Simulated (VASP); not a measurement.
## Sn: equation of state with PBE

The system is Sn.

```
Sn
1.0
     0.00000    3.32783    3.32783
     3.32783    0.00000    3.32783
     3.32783    3.32783    0.00000
Sn
2
Direct
  0.75000 0.75000 0.75000
  0.50000 0.50000 0.50000
```

This isn't the form of Sn at room conditions, which is tetragonal (white tin).

```json
{
 "Program": "VASP 6.6.1",
 "Task": "equation of state",
 "Functional": "PBE",
 "Potentials or basis": "VASP PAW PBE potentials, release 64 (Sn_d)",
 "Cutoff": "520 eV",
 "k mesh": "6 × 6 × 6",
 "Occupations": "fermi-dirac, width 0.05 eV",
 "Spin": "no spin polarisation",
 "Ladder": "gaps",
 "Further INCAR settings": "ALGO = Normal; EDIFF = 1e-07"
}
```

```
Equilibrium volume                      : 36.90 Å³/atom
Bulk modulus                            : 35 GPa
Pressure derivative of the bulk modulus : 5.0 (rough: it moves with the points fitted)
```

Energy against volume, from the lowest point:
```csv
volume (Å³/atom),energy (meV/atom)
35.380,7.50
36.117,1.91
36.854,0.00
37.591,1.38
38.328,5.65
```

All runs of the series together: 79 s on 1 thread of Intel(R) Xeon(R) Platinum 8488C (Sapphire Rapids), on a shared host.
